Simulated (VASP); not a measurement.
**Si in VASP: one cell, several levels of theory, part 1 of 2**

Aim: gap, levels, forces and stress of Si built on the diamond prototype, under +4.0 % equal strain in all directions at fixed geometry. Runs: PBE, r2SCAN.

Program: VASP 6.6.1. PAW datasets, plane waves. Calculated at 0 K for a non-magnetic cell.

### 1 The structure to begin with

The cell comes from an earlier relaxation with r2SCAN in another program.

Space group Fd-3m (No. 227), cubic; conventional cell a = 5.662 Å, 22.69 Å³ an atom. Around Si lie 4 Si at 2.45 Å.

The structure in full:

```cif
data_structure
_symmetry_space_group_name_H-M 'P 1'
_symmetry_Int_Tables_number 1
_cell_length_a 4.0036
_cell_length_b 4.0036
_cell_length_c 4.0036
_cell_angle_alpha 60.000
_cell_angle_beta 60.000
_cell_angle_gamma 60.000
_cell_volume 45.38
loop_
_atom_site_label
_atom_site_type_symbol
_atom_site_fract_x
_atom_site_fract_y
_atom_site_fract_z
_atom_site_occupancy
Si1 Si 0.00000 0.00000 0.00000 1
Si2 Si 0.25000 0.25000 0.25000 1
```

### 2 PBE

Contents of INCAR:

```
ENCUT = 520.000000
SIGMA = 0.020000
EDIFF = 1.00e-07
GGA = PE
PREC = Accurate
IBRION = -1
ISIF = 2
ISMEAR = -1
NBANDS = 11
NELM = 120
NSW = 0
LASPH = .TRUE.
LCHARG = .TRUE.
LELF = .TRUE.
LWAVE = .FALSE.
LREAL = .FALSE.
```

Contents of KPOINTS:

```
KPOINTS created by Atomic Simulation Environment
0
Gamma
8 8 8
0 0 0
```

Contents of KPOINTS_OPT:

```
special points
7
Reciprocal
0.0000000000 0.0000000000 0.0000000000 1
0.5000000000 0.0000000000 0.5000000000 1
0.6250000000 0.2500000000 0.6250000000 1
0.3750000000 0.3750000000 0.7500000000 1
0.5000000000 0.5000000000 0.5000000000 1
0.5000000000 0.2500000000 0.7500000000 1
0.0000000000 0.4114580000 0.4114580000 1
```

Contents of POSCAR:

```
Si
 1.0000000000000000
     0.0000000000000000    2.8310036514000001    2.8310036514000001
     2.8310036514000001    0.0000000000000000    2.8310036514000001
     2.8310036514000001    2.8310036514000001    0.0000000000000000
 Si
   2
Cartesian
  0.0000000000000000  0.0000000000000000  0.0000000000000000
  1.4155018257000000  1.4155018257000000  1.4155018257000000
```

Potentials: the recommended PBE PAW datasets, 8 valence electrons in the neutral cell.

Command:

```sh
$ mpirun -np 1 vasp_std
```

Standard output, without the iteration lines:

```text
POSCAR found type information on POSCAR Si
 POSCAR found :  1 types and       2 ions
 LDA part: xc-table for (Slater+PW92), standard interpolation
 POSCAR, INCAR and KPOINTS ok, starting setup
 FFT: planning ... GRIDC
 FFT: planning ... GRID_SOFT
 FFT: planning ... GRID
 WAVECAR not read
 entering main loop
 Start KPOINTS_OPT (optional k-point list driver)
k-point batch [1-7\7]
```

OSZICAR:

```text
N       E                     dE             d eps       ncg     rms          rms(c)
DAV:   1     0.575971106213E+01    0.57597E+01   -0.29848E+03   638   0.547E+02
DAV:   2    -0.102481192350E+02   -0.16008E+02   -0.15034E+02   833   0.785E+01
DAV:   3    -0.108447805300E+02   -0.59666E+00   -0.59533E+00   808   0.127E+01
DAV:   4    -0.108496876490E+02   -0.49071E-02   -0.49064E-02   762   0.151E+00
DAV:   5    -0.108497456621E+02   -0.58013E-04   -0.58012E-04   807   0.152E-01    0.414E+00
DAV:   6    -0.107710394932E+02    0.78706E-01   -0.39001E-02   724   0.827E-01    0.250E+00
DAV:   7    -0.107310039031E+02    0.40036E-01   -0.85322E-02   721   0.133E+00    0.138E-01
DAV:   8    -0.107323903405E+02   -0.13864E-02   -0.45535E-03   722   0.348E-01    0.716E-02
DAV:   9    -0.107326377812E+02   -0.24744E-03   -0.26547E-04   799   0.934E-02    0.476E-02
DAV:  10    -0.107326560574E+02   -0.18276E-04   -0.16471E-05   736   0.239E-02    0.376E-03
DAV:  11    -0.107326573295E+02   -0.12721E-05   -0.19725E-06   783   0.717E-03    0.296E-03
DAV:  12    -0.107326574520E+02   -0.12252E-06   -0.46562E-07   728   0.417E-03    0.160E-03
DAV:  13    -0.107326575122E+02   -0.60230E-07   -0.40902E-09   465   0.446E-04
   1 F= -.10732658E+02 E0= -.10732658E+02  d E =-.287507E-10
       N       E                     dE             ncg
DAV:   1     0.643163645647E+03   -0.14692E+04      154
DAV:   2     0.528263508972E+03   -0.11490E+03      199
DAV:   3     0.524375102542E+03   -0.38884E+01      219
DAV:   4     0.524347214226E+03   -0.27888E-01      203
DAV:   5     0.524346927547E+03   -0.28668E-03      202
DAV:   6     0.524346922794E+03   -0.47528E-05      192
DAV:   7     0.524346922705E+03   -0.88590E-07      207
```

The lines after F= are the extra pass for the points of KPOINTS_OPT, at fixed density; their E is not a total energy.

From OUTCAR:

```text
k-points           NKPTS =     29   k-points in BZ     NKDIM =     29   number of bands    NBANDS=     11

   NELECT =       8.0000    total number of electrons

   dimension x,y,z NGX =    30 NGY =   30 NGZ =   30
   dimension x,y,z NGXF=    60 NGYF=   60 NGZF=   60

  energy-cutoff  :      520.00
  volume of cell :       45.38
      direct lattice vectors                 reciprocal lattice vectors
     0.000000000  2.831003651  2.831003651    -0.176615809  0.176615809  0.176615809
     2.831003651  0.000000000  2.831003651     0.176615809 -0.176615809  0.176615809
     2.831003651  2.831003651  0.000000000     0.176615809  0.176615809 -0.176615809

 k-points in reciprocal lattice and weights: KPOINTS created by Atomic Simulation Env
   0.00000000  0.00000000  0.00000000       0.002
   0.12500000  0.00000000  0.00000000       0.016
   0.25000000  0.00000000  0.00000000       0.016
   0.37500000  0.00000000  0.00000000       0.016
   0.50000000  0.00000000  0.00000000       0.008
   0.12500000  0.12500000  0.00000000       0.012
   0.25000000  0.12500000  0.00000000       0.047
   0.37500000  0.12500000  0.00000000       0.047
[... 21 more k-points ...]

 E-fermi :   5.0261

 k-point     1 :       0.0000    0.0000    0.0000
  band No.  band energies     occupation
      1      -6.5118      2.00000
      2       4.6316      2.00000
      3       4.6316      2.00000
      4       4.6316      2.00000
      5       6.6257      0.00000
      6       7.1360      0.00000
      7       7.1360      0.00000
      8       7.1360      0.00000
      9      12.1181      0.00000
     10      12.2769      0.00000
     11      12.2769      0.00000

 k-point     2 :       0.1250    0.0000    0.0000
  band No.  band energies     occupation
      1      -6.3290      2.00000
      2       3.0405      2.00000
      3       4.3777      2.00000
      4       4.3777      2.00000
      5       6.6815      0.00000
      6       7.5111      0.00000
      7       7.5111      0.00000
      8       8.4036      0.00000
      9      11.8447      0.00000
     10      11.8447      0.00000
     11      12.8390      0.00000

 k-point     3 :       0.2500    0.0000    0.0000
  band No.  band energies     occupation
      1      -5.7981      2.00000
      2       0.9012      2.00000
      3       3.9515      2.00000
      4       3.9515      2.00000
      5       6.2167      0.00000
      6       8.0239      0.00000
      7       8.0239      0.00000
      8      10.5738      0.00000
      9      11.7710      0.00000
     10      11.7710      0.00000
     11      13.2528      0.00000

 k-point     4 :       0.3750    0.0000    0.0000
  band No.  band energies     occupation
      1      -5.0146      2.00000
      2      -0.9120      2.00000
      3       3.6485      2.00000
      4       3.6485      2.00000
      5       5.8621      0.00000
      6       8.0690      0.00000
      7       8.0690      0.00000
      8      12.1593      0.00000
      9      12.9581      0.00000
     10      12.9581      0.00000
     11      13.3692      0.00000

 k-point     5 :       0.5000    0.0000    0.0000
  band No.  band energies     occupation
      1      -4.4797      2.00000
      2      -1.7974      2.00000
      3       3.5437      2.00000
      4       3.5437      2.00000
      5       5.7367      0.00000
      6       8.0017      0.00000
      7       8.0017      0.00000
      8      12.1754      0.00000
      9      14.8586      0.00000
     10      14.8586      0.00000
     11      15.0057      0.00000

 k-point     6 :       0.1250    0.1250    0.0000
  band No.  band energies     occupation
      1      -6.2672      2.00000
      2       3.1539      2.00000
      3       3.9342      2.00000
      4       3.9342      2.00000
      5       6.6458      0.00000
      6       7.9402      0.00000
      7       8.1351      0.00000
      8       8.1351      0.00000
      9      11.0635      0.00000
     10      12.5544      0.00000
     11      13.1056      0.00000

 k-point     7 :       0.2500    0.1250    0.0000
  band No.  band energies     occupation
      1      -5.8484      2.00000
      2       1.4710      2.00000
      3       3.4747      2.00000
      4       3.4860      2.00000
      5       6.7360      0.00000
      6       7.8014      0.00000
      7       8.8472      0.00000
      8       9.2449      0.00000
      9      11.4084      0.00000
     10      12.6911      0.00000
     11      14.0953      0.00000

 k-point     8 :       0.3750    0.1250    0.0000
  band No.  band energies     occupation
      1      -5.1279      2.00000
      2      -0.3635      2.00000
      3       2.9385      2.00000
      4       3.2245      2.00000
      5       6.7039      0.00000
      6       7.9856      0.00000
      7       8.9415      0.00000
      8       9.9244      0.00000
      9      13.3675      0.00000
     10      13.6489      0.00000
     11      13.8378      0.00000

 k-point     9 :       0.5000    0.1250    0.0000
  band No.  band energies     occupation
      1      -4.3926      2.00000
      2      -1.6388      2.00000
      3       2.5405      2.00000
      4       3.2352      2.00000
      5       6.5784      0.00000
      6       8.0138      0.00000
      7       8.6680      0.00000
      8      11.6010      0.00000
      9      13.2899      0.00000
     10      14.7099      0.00000
     11      15.3697      0.00000

 k-point    10 :      -0.3750    0.1250    0.0000
  band No.  band energies     occupation
      1      -4.5970      2.00000
      2      -1.3210      2.00000
      3       2.3953      2.00000
      4       3.4917      2.00000
      5       6.6586      0.00000
      6       8.1722      0.00000
      7       8.4475      0.00000
      8      11.9831      0.00000
      9      12.5062      0.00000
     10      13.3824      0.00000
     11      15.1696      0.00000

 k-point    11 :      -0.2500    0.1250    0.0000
  band No.  band energies     occupation
      1      -5.3979      2.00000
      2       0.2205      2.00000
      3       2.5659      2.00000
      4       3.9260      2.00000
      5       6.9351      0.00000
      6       8.1915      0.00000
      7       8.3531      0.00000
      8      10.3894      0.00000
      9      11.1162      0.00000
     10      13.7944      0.00000
     11      14.1478      0.00000

 k-point    12 :      -0.1250    0.1250    0.0000
  band No.  band energies     occupation
      1      -6.0284      2.00000
      2       1.9635      2.00000
      3       3.2185      2.00000
      4       4.3554      2.00000
      5       7.1682      0.00000
      6       7.6477      0.00000
      7       7.8155      0.00000
      8       9.4768      0.00000
      9      11.0403      0.00000
     10      12.3406      0.00000
     11      13.7680      0.00000

 k-point    13 :       0.2500    0.2500    0.0000
  band No.  band energies     occupation
      1      -5.5427      2.00000
      2       1.0765      2.00000
      3       2.9676      2.00000
      4       2.9676      2.00000
      5       5.8671      0.00000
      6       7.6971      0.00000
      7       9.9827      0.00000
      8       9.9827      0.00000
      9      11.6435      0.00000
     10      13.3853      0.00000
     11      15.2735      0.00000

 k-point    14 :       0.3750    0.2500    0.0000
  band No.  band energies     occupation
      1      -4.9108      2.00000
      2      -0.1942      2.00000
      3       2.2714      2.00000
      4       2.6782      2.00000
      5       6.0771      0.00000
      6       7.5212      0.00000
      7      10.1132      0.00000
      8      10.5184      0.00000
      9      13.6132      0.00000
     10      14.2823      0.00000
     11      15.5818      0.00000

 k-point    15 :       0.5000    0.2500    0.0000
  band No.  band energies     occupation
      1      -4.1048      2.00000
      2      -1.4468      2.00000
      3       1.4981      2.00000
      4       2.6746      2.00000
      5       6.2452      0.00000
      6       8.9313      0.00000
      7       9.8288      0.00000
      8      10.2800      0.00000
      9      14.0816      0.00000
     10      14.7064      0.00000
     11      16.1150      0.00000

 k-point    16 :      -0.3750    0.2500    0.0000
  band No.  band energies     occupation
      1      -3.9392      2.00000
      2      -1.6591      2.00000
      3       1.1028      2.00000
      4       2.9527      2.00000
      5       6.5039      0.00000
      6       9.6853      0.00000
      7       9.8642      0.00000
      8      11.1652      0.00000
      9      11.9186      0.00000
     10      12.4174      0.00000
     11      16.6214      0.00000

[... the tables of k-points 17 to 29 left out ...]

  Total       -2.0896381     -2.0896381     -2.0896381     -0.0000000      0.0000000      0.0000000
  in kB      -73.7785955    -73.7785955    -73.7785955     -0.0000000      0.0000000      0.0000000
  external PRESSURE =     -73.7785955 kB  Pullay stress =       0.0000000 kB

 POSITION                                       TOTAL-FORCE (eV/Angst)
 -----------------------------------------------------------------------------------
      0.00000      0.00000      0.00000        -0.000000     -0.000000     -0.000000
      1.41550      1.41550      1.41550         0.000000      0.000000      0.000000
 -----------------------------------------------------------------------------------
    total drift:                               -0.000000     -0.000000     -0.000000

  FREE ENERGIE OF THE ION-ELECTRON SYSTEM (eV)
  ---------------------------------------------------
  free  energy   TOTEN  =       -10.7326575122 eV

  energy  without entropy=      -10.7326575122  energy(sigma->0) =      -10.73265751
```

Run time: 19 s. Hardware: 1 MPI rank of Intel Xeon Platinum 8488C, shared host; peak memory 0.17 GiB.

The levels at the points of KPOINTS_OPT are read from vasprun.xml.

Levels at the named points, in eV from the top of band v (v: the last filled band by count, c: the next):

```csv
point,v−1,v,c,c+1
Γ,0.00,0.00,1.99,2.50
X,-2.53,-2.53,0.93,0.93
U,-3.74,-2.15,1.35,4.01
K,-3.74,-2.15,1.35,4.01
L,-1.09,-1.09,1.11,3.37
W,-3.35,-3.35,4.27,4.27
```

PBE gives an indirect gap of 0.77 eV, from Γ to (0.00, 0.41, 0.41); the least direct gap is 1.99 eV. The pressure is -7.38 GPa; the forces vanish within 0.01 eV/Å.

Axes a, b and c in the maps are those of this run's conventional cell (a, b, c = 5.662, 5.662, 5.662 Å).

Density in a lattice plane of the grid's cell (edges 5.66 and 5.66 Å, at 0.000 of the third edge), which holds Si.

Values in e/Å³, 12 rows by 12 columns:
```
 0.23  0.37  0.30  0.14  0.06  0.03  0.02  0.03  0.06  0.14  0.30  0.37
 0.32  0.30  0.23  0.14  0.09  0.06  0.05  0.06  0.09  0.14  0.23  0.30
 0.14  0.14  0.14  0.14  0.14  0.14  0.14  0.14  0.14  0.14  0.14  0.14
 0.05  0.06  0.09  0.14  0.23  0.30  0.32  0.30  0.23  0.14  0.09  0.06
 0.02  0.03  0.06  0.14  0.30  0.37  0.23  0.37  0.30  0.14  0.06  0.03
 0.02  0.02  0.05  0.14  0.32  0.23 -0.18  0.23  0.32  0.14  0.05  0.02
 0.02  0.03  0.06  0.14  0.30  0.37  0.23  0.37  0.30  0.14  0.06  0.03
 0.05  0.06  0.09  0.14  0.23  0.30  0.32  0.30  0.23  0.14  0.09  0.06
 0.14  0.14  0.14  0.14  0.14  0.14  0.14  0.14  0.14  0.14  0.14  0.14
 0.32  0.30  0.23  0.14  0.09  0.06  0.05  0.06  0.09  0.14  0.23  0.30
 0.23  0.37  0.30  0.14  0.06  0.03  0.02  0.03  0.06  0.14  0.30  0.37
-0.18  0.23  0.32  0.14  0.05  0.02  0.02  0.02  0.05  0.14  0.32  0.23
```
Columns run along the first of these edges and rows up along the second, over one cell in 12 and 12 even steps from the bottom left corner. Atoms in the plane (fractional): Si at (0.00, 0.00), Si at (0.50, 0.50).

ELF in the same plane.

Values, 12 rows by 12 columns:
```
0.37 0.65 0.75 0.50 0.16 0.04 0.02 0.04 0.16 0.50 0.75 0.65
0.67 0.75 0.73 0.50 0.26 0.16 0.12 0.16 0.26 0.50 0.73 0.75
0.44 0.50 0.50 0.44 0.50 0.50 0.44 0.50 0.50 0.44 0.50 0.50
0.12 0.16 0.26 0.50 0.73 0.75 0.67 0.75 0.73 0.50 0.26 0.16
0.02 0.04 0.16 0.50 0.75 0.65 0.36 0.65 0.75 0.50 0.16 0.04
0.01 0.02 0.12 0.44 0.67 0.37 0.05 0.36 0.67 0.44 0.12 0.02
0.02 0.04 0.16 0.50 0.75 0.65 0.37 0.65 0.75 0.50 0.16 0.04
0.12 0.16 0.26 0.50 0.73 0.75 0.67 0.75 0.73 0.50 0.26 0.16
0.44 0.50 0.50 0.44 0.50 0.50 0.44 0.50 0.50 0.44 0.50 0.50
0.67 0.75 0.73 0.50 0.26 0.16 0.12 0.16 0.26 0.50 0.73 0.75
0.36 0.65 0.75 0.50 0.16 0.04 0.02 0.04 0.16 0.50 0.75 0.65
0.05 0.36 0.67 0.44 0.12 0.02 0.01 0.02 0.12 0.44 0.67 0.37
```
Columns run along the first of these edges and rows up along the second, over one cell in 12 and 12 even steps from the bottom left corner. Atoms in the plane (fractional): Si at (0.00, 0.00), Si at (0.50, 0.50).

Both are smooth fields of the valence electrons: close to the nuclei they are not physical.

The highest ELF values outside the cores: 0.95 on the Si–Si line, 1.2 Å from Si.

(Continued in part 2 of 2.)
